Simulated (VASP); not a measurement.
# Os (Fm-3m) in VASP: density of states with PBE

Aim: the density of states of Os with PBE.

Everything below comes from runs of VASP 6.6.1. Logs are shortened: lines on timing, memory, paths and dates and some standing lists are left out, and cuts for length are marked.

## (1) The crystal as given

Symmetry: Fm-3m, No. 225, cubic system. The conventional cell has a = 3.856 Å, b = 3.856 Å, c = 3.856 Å, α = 90.00°, β = 90.00°, γ = 90.00°. Os (site symmetry m-3m) is surrounded by 12 Os at 2.73 Å.

The cell was built by a generator and needn't be a form met in nature.

## (2) Density of states, PBE

Input file POSCAR:

```
Os
1.0
    0.0000000000      1.9279060587      1.9279060587
    1.9279060587      0.0000000000      1.9279060587
    1.9279060587      1.9279060587      0.0000000000
Os
1
Direct
    0.0000000000      0.0000000000      0.0000000000
```

Input file INCAR.step1:

```
ALGO     = Normal         # electronic algorithm
EDIFF    = 1E-6           # SCF threshold, eV
ENCUT    = 520            # plane-wave cutoff, eV
GGA      = PE             # functional
ISIF     = 2              # what is computed and relaxed
ISMEAR   = 0              # smearing method
LASPH    = T              # aspherical terms in the spheres
LCHARG   = T              # write CHGCAR
LMAXMIX  = 4              # l up to which the mixer works
LREAL    = F              # projectors in reciprocal space
LWAVE    = F              # write WAVECAR
NBANDS   = 10             # bands
NELM     = 60             # most SCF steps
PREC     = Accurate       # precision mode
SIGMA    = 0.05           # smearing width, eV
```

Input file KPOINTS.step1:

```
k-points
0
Gamma
  18 18 18
```

Input file INCAR.step2:

```
ALGO     = Normal         # electronic algorithm
EDIFF    = 1E-6           # SCF threshold, eV
ENCUT    = 520            # plane-wave cutoff, eV
GGA      = PE             # functional
ICHARG   = 11             # starting density
ISIF     = 2              # what is computed and relaxed
ISMEAR   = -5             # smearing method
LASPH    = T              # aspherical terms in the spheres
LCHARG   = F              # write CHGCAR
LMAXMIX  = 4              # l up to which the mixer works
LORBIT   = 10             # projections on sites
LREAL    = F              # projectors in reciprocal space
LWAVE    = F              # write WAVECAR
NBANDS   = 10             # bands
NEDOS    = 2001           # points of the DOS
NELM     = 60             # most SCF steps
PREC     = Accurate       # precision mode
SIGMA    = 0.05           # smearing width, eV
```

Input file KPOINTS.step2:

```
k-points
0
Gamma
  27 27 27
```

Potentials or basis: VASP PAW PBE potentials, release 64 (Os).

Launch:

```console
$ cat potpaw_PBE.64/Os/POTCAR > POTCAR
$ cp INCAR.step1 INCAR
$ cp KPOINTS.step1 KPOINTS
$ mpirun -np 1 vasp_std > vasp.out
$ cp INCAR.step2 INCAR
$ cp KPOINTS.step2 KPOINTS
$ mpirun -np 1 vasp_std > vasp.out
```

OUTCAR:

```text
EDIFF = 1E-6
   ENCUT = 520
   GGA = PE
   ICHARG = 11
   ISIF = 2
   ISMEAR = -5
   LASPH = T
   LORBIT = 10
   LREAL = F
   NELM = 60
   PREC = Accurate

 ion  position               nearest neighbor table
   1  0.000  0.000  0.000-

  LATTYP: Found a face centered cubic cell.
 ALAT       =     3.8558121174

  Lattice vectors:

 A1 = (   0.0000000000,   1.9279060587,   1.9279060587)
 A2 = (   1.9279060587,   0.0000000000,   1.9279060587)
 A3 = (   1.9279060587,   1.9279060587,   0.0000000000)

Analysis of symmetry for initial positions (statically):
=====================================================================
 Subroutine PRICEL returns:
 Original cell was already a primitive cell.

 Routine SETGRP: Setting up the symmetry group for a
 face centered cubic supercell.

 Subroutine GETGRP returns: Found 48 space group operations
 (whereof 48 operations were pure point group operations)
 out of a pool of 48 trial point group operations.

The static configuration has the point symmetry O_h .

Analysis of symmetry for dynamics (positions and initial velocities):
=====================================================================
 Subroutine PRICEL returns:
 Original cell was already a primitive cell.

 Routine SETGRP: Setting up the symmetry group for a
 face centered cubic supercell.

 Subroutine GETGRP returns: Found 48 space group operations
 (whereof 48 operations were pure point group operations)
 out of a pool of 48 trial point group operations.

The dynamic configuration has the point symmetry O_h .

 Subroutine INISYM returns: Found 48 space group operations
 (whereof 48 operations are pure point group operations),
 and found     1 'primitive' translations

----------------------------------------------------------------------------------------

                                     Primitive cell

  volume of cell :      14.3314

  direct lattice vectors                    reciprocal lattice vectors
     0.000000000  1.927906059  1.927906059    -0.259348736  0.259348736  0.259348736
     1.927906059  0.000000000  1.927906059     0.259348736 -0.259348736  0.259348736
     1.927906059  1.927906059  0.000000000     0.259348736  0.259348736 -0.259348736

  length of vectors
     2.726470895  2.726470895  2.726470895     0.449205188  0.449205188  0.449205188

  position of ions in fractional coordinates (direct lattice)
     0.000000000  0.000000000  0.000000000

  ion indices of the primitive-cell ions
   primitive index   ion index
                 1           1

----------------------------------------------------------------------------------------

 KPOINTS: k-points

Automatic generation of k-mesh.
 Grid dimensions read from file:
 generate k-points for:   27   27   27

 Generating k-lattice:

  Cartesian coordinates                     Fractional coordinates (reciprocal lattice)
    -0.009605509  0.009605509  0.009605509     0.037037037  0.000000000  0.000000000
     0.009605509 -0.009605509  0.009605509     0.000000000  0.037037037  0.000000000
     0.009605509  0.009605509 -0.009605509     0.000000000  0.000000000  0.037037037

  Length of vectors
     0.016637229  0.016637229  0.016637229

  Shift w.r.t. Gamma in fractional coordinates (k-lattice)
     0.000000000  0.000000000  0.000000000

 TETIRR: Found   2653 inequivalent tetrahedra from   118098

 Subroutine IBZKPT returns following result:
 ===========================================

 Found    560 irreducible k-points:

 Following reciprocal coordinates:
            Coordinates               Weight
  0.000000  0.000000  0.000000      1.000000
  0.037037  0.000000  0.000000      8.000000
  0.074074  0.000000  0.000000      8.000000
  0.111111  0.000000  0.000000      8.000000
  0.148148  0.000000  0.000000      8.000000
  0.185185  0.000000  0.000000      8.000000
[... 16 lines left out ...]
  0.333333  0.037037  0.000000     24.000000
  0.370370  0.037037  0.000000     24.000000
 [... further k-points ...]
   k-points           NKPTS =    560   k-points in BZ     NKDIM =    560   number of bands    NBANDS=     10
   number of dos      NEDOS =   2001   number of ions     NIONS =      1
   total plane-waves  NPLWV =   8000
   dimension x,y,z NGX =    20 NGY =   20 NGZ =   20
   dimension x,y,z NGXF=    40 NGYF=   40 NGZF=   40
   ions per type =               1
   NGX,Y,Z   is equivalent  to a cutoff of  12.19, 12.19, 12.19 a.u.
   NGXF,Y,Z  is equivalent  to a cutoff of  24.39, 24.39, 24.39 a.u.
 SYSTEM =  unknown system
   PREC   = accura    normal or accurate (medium, high low for compatibility)
   ISTART =      0    job   : 0-new  1-cont  2-samecut
   ICHARG =     11    charge: 1-file 2-atom 10-const
   ISPIN  =      1    spin polarized calculation?
   LNONCOLLINEAR =      F non collinear calculations
   LSORBIT =      F    spin-orbit coupling
   LASPH  =      T    aspherical Exc in radial PAW
   ENCUT  =  520.0 eV  38.22 Ry    6.18 a.u.   5.07  5.07  5.07*2*pi/ulx,y,z
   NELM   =     60;   NELMIN=  2; NELMDL=  0     # of ELM steps
   EDIFF  = 0.1E-05   stopping-criterion for ELM
   LREAL  =      F    real-space projection
   EDIFFG = 0.1E-04   stopping-criterion for IOM
   NSW    =      0    number of steps for IOM
   IBRION =     -1    ionic relax: 0-MD 1-quasi-New 2-CG
   NFREE  =      0    steps in history (QN), initial steepest desc. (CG)
   ISIF   =      2    stress and relaxation
   ISYM   =      2    0-nonsym 1-usesym 2-fastsym
   POTIM  = 0.5000    time-step for ionic-motion
   TEBEG  =    0.0;   TEEND  =   0.0 temperature during run
   PSTRESS=    0.0 pullay stress
   NELECT =       8.0000    total number of electrons
   NUPDOWN=      -1.0000    fix difference up-down
   EMIN   =  10.00;   EMAX   =-10.00  energy-range for DOS
   EFERMI =   0.00;   METHOD = LEGACY
   ISMEAR =    -5;   SIGMA  =   0.05  broadening in eV -4-tet -1-fermi 0-gaus
   EFERMI_NEDOS =   21; number of points for ismear=-14 and -15
   IALGO  =     38    algorithm
   IMIX   =      4    mixing-type and parameters
     AMIX     =   0.40;   BMIX     =  1.00
     AMIX_MAG =   1.60;   BMIX_MAG =  1.00
  volume/ion in A,a.u.               =      14.33        96.71
  Fermi-wavevector in a.u.,A,eV,Ry     =   1.347956  2.547267 24.721577  1.816985
  Thomas-Fermi vector in A             =   2.475664
   LORBIT       =     10    0 simple, 1 ext, 2 COOP (PROOUT), +10 PAW based schemes
   GGA     = PE    functional components
   LHFCALC =     F    Hartree Fock is set to
   AEXX    =    0.0000 exact exchange contribution
   IVDW    =     0    specifies the selected vdW correction
   LEPSILON=     F    determine dielectric tensor
   LRPA    =     F    only Hartree local field effects (RPA)
 non-spin polarized calculation
 Fermi weights with tetrahedron method with Bloechl corrections
  energy-cutoff  :      520.00
  volume of cell :       14.33
 maximum number of plane-waves:       395

 number of electron       8.0000000 magnetization

 Free energy of the ion-electron system (eV)
  ---------------------------------------------------
  ext. energy  EPLUGINS =         0.00000000
  ---------------------------------------------------
  free energy    TOTEN  =       -11.11142187 eV

  energy without entropy =      -11.11142187  energy(sigma->0) =      -11.11142187

 E-fermi :   9.0013     XC(G=0): -13.9170

 val. band max:        9.0519897990   @ k =   0.4815   0.3333   0.1481
 cond. band min:       8.9703989645   @ k =  -0.2222   0.2593   0.0741
 fundamental gap:     -0.0815908345
 Fermi energy:         9.0012574036

 k-point     1 :       0.0000    0.0000    0.0000
  band No.  band energies     occupation
      1      -1.6215      2.00000
      2       6.0894      2.00000
      3       6.0894      2.00000
      4       6.0894      2.00000
      5       9.0285      0.01195
      6       9.0285      0.00000
      7      23.2553      0.00000
      8      28.9309      0.00000
      9      28.9309      0.00000
     10      28.9310      0.00000

 k-point     2 :       0.0370    0.0000    0.0000
  band No.  band energies     occupation
      1      -1.5584      2.00000
      2       6.0505      2.00000
      3       6.1185      2.00000
      4       6.1185      2.00000
      5       9.0071      1.62766
      6       9.0071      0.13459
      7      23.3734      0.00000
      8      28.5630      0.00000
      9      29.0420      0.00000
     10      29.0420      0.00000

 k-point     3 :       0.0741    0.0000    0.0000
  band No.  band energies     occupation
      1      -1.3720      2.00000
      2       5.9412      2.00000
      3       6.2013      2.00000
      4       6.2013      2.00000
      5       8.9500      1.99949
      6       8.9500      1.68822
      7      23.7152      0.00000
      8      27.7306      0.00000
      9      29.3710      0.00000
     10      29.3711      0.00000

 k-point     4 :       0.1111    0.0000    0.0000
  band No.  band energies     occupation
      1      -1.0715      2.00000
      2       5.7830      2.00000
      3       6.3224      2.00000
      4       6.3224      2.00000
      5       8.8792      2.00000
      6       8.8792      2.64571
      7      24.2382      0.00000
      8      26.7660      0.00000
      9      29.9054      0.00000
     10      29.9054      0.00000

 k-point     5 :       0.1481    0.0000    0.0000
  band No.  band energies     occupation
      1      -0.6737      2.00000
      2       5.6088      2.00000
      3       6.4533      2.00000
      4       6.4533      2.00000
      5       8.8327      2.00000
      6       8.8327      2.59415
      7      24.8049      0.00000
      8      25.8806      0.00000
      9      30.6256      0.00000
     10      30.6256      0.00000

 k-point     6 :       0.1852    0.0000    0.0000
  band No.  band energies     occupation
      1      -0.2066      2.00000
      2       5.4612      2.00000
      3       6.5525      2.00000
      4       6.5525      2.00000
      5       8.8605      1.99993
      6       8.8605      1.57556
      7      24.5786      0.00000
      8      25.8483      0.00000
      9      31.5048      0.00000
     10      31.5048      0.00000
[... 183 lines left out ...]
 k-point    21 :       0.2593    0.0370    0.0000
  band No.  band energies     occupation
      1       0.6547      2.00000
      2       5.3553      2.00000
      3       6.5451      2.00000
      4       6.6085      2.00000
      5       8.9281      1.63139
      6       9.4612      0.00000
      7      23.2299      0.00000
      8      26.4563      0.00000
      9      32.3558      0.00000
     10      32.8858      0.00000

 k-point    22 :       0.2963    0.0370    0.0000
  band No.  band energies     occupation
      1       1.0580      2.00000
      2       5.5523      2.00000
      3       6.4288      2.00000
      4       6.5236      2.00000
      5       9.3049     -0.15646
      6       9.8041      0.00000
      7      22.3436      0.00000
      8      26.0655      0.00000
      9      32.5635      0.00000
     10      33.0393      0.00000

 k-point    23 :       0.3333    0.0370    0.0000
  band No.  band energies     occupation
      1       1.3358      2.00000
      2       5.9664      2.00000
      3       6.2849      2.00000
      4       6.4031      2.00000
      5       9.7621      0.00000
      6      10.2011      0.00000
      7      21.4225      0.00000
      8      25.2556      0.00000
      9      31.8268      0.00000
     10      32.8402      0.00000

 k-point    24 :       0.3704    0.0370    0.0000
  band No.  band energies     occupation
      1       1.4861      2.00000
      2       6.1430      2.00000
      3       6.2739      2.00000
      4       6.5712      2.00000
      5      10.2531      0.00000
      6      10.6035      0.00000
      7      20.4407      0.00000
      8      24.3958      0.00000
      9      30.8536      0.00000
     10      31.7922      0.00000

 [... further k-points ...]

------------------------ aborting loop because EDIFF is reached ----------------------------------------

  FORCE on cell =-STRESS in cart. coord.  units (eV):
  Direction    XX          YY          ZZ          XY          YZ          ZX
  --------------------------------------------------------------------------------------
  -------------------------------------------------------------------------------------
  Total       -0.0181649     -0.0181649     -0.0181649      0.0000000     -0.0000000      0.0000000
  in kB       -2.0307457     -2.0307457     -2.0307457      0.0000000     -0.0000000      0.0000000
  external PRESSURE =      -2.0307457 kB  Pullay stress =       0.0000000 kB

 VOLUME and BASIS-vectors are now :
 -----------------------------------------------------------------------------
  energy-cutoff  :      520.00
  volume of cell :       14.33
      direct lattice vectors                 reciprocal lattice vectors
     0.000000000  1.927906059  1.927906059    -0.259348736  0.259348736  0.259348736
     1.927906059  0.000000000  1.927906059     0.259348736 -0.259348736  0.259348736
     1.927906059  1.927906059  0.000000000     0.259348736  0.259348736 -0.259348736

 POSITION                                       TOTAL-FORCE (eV/Angst)
 -----------------------------------------------------------------------------------
      0.00000      0.00000      0.00000         0.000000      0.000000      0.000000
 -----------------------------------------------------------------------------------
    total drift:                               -0.000000     -0.000000      0.000000

  FREE ENERGIE OF THE ION-ELECTRON SYSTEM (eV)
  ---------------------------------------------------
  free  energy   TOTEN  =       -11.1114218706 eV

  energy  without entropy=      -11.1114218706  energy(sigma->0) =      -11.11142187

 total charge

# of ion       s       p       d       tot
------------------------------------------
    1        0.657   0.744   5.993   7.393
```

Wall time 81 s (1 thread of AMD EPYC 7R43 (Zen 3), shared host); peak memory 0.16 GiB.

What came out:

```
Valence electrons inside the program's atomic spheres : Os 7.39
```

States per cell in windows of 1 eV (zero at the Fermi level; states under -8 eV left out):
```tsv
from (eV)	total	Os1_d	Os1_p	Os1_s
-8.0	0.40	0.16	0.03	0.16
-7.0	0.98	0.64	0.07	0.19
-6.0	0.94	0.73	0.07	0.06
-5.0	0.99	0.79	0.11	0.01
-4.0	1.23	0.97	0.14	0.03
-3.0	1.41	1.15	0.15	0.03
-2.0	0.83	0.68	0.09	0.01
-1.0	1.00	0.86	0.07	0.01
0.0	0.79	0.71	0.04	0.01
1.0	0.93	0.86	0.03	0.01
2.0	0.98	0.92	0.03	0.01
3.0	0.28	0.21	0.04	0.02
4.0	0.29	0.18	0.06	0.02
5.0	0.29	0.15	0.07	0.04
6.0	0.24	0.10	0.07	0.05
7.0	0.18	0.06	0.05	0.05
```

Caveat: tetrahedron occupations give inexact forces and stress in metals. The run has no spin-orbit coupling, so splittings on Os are missing.
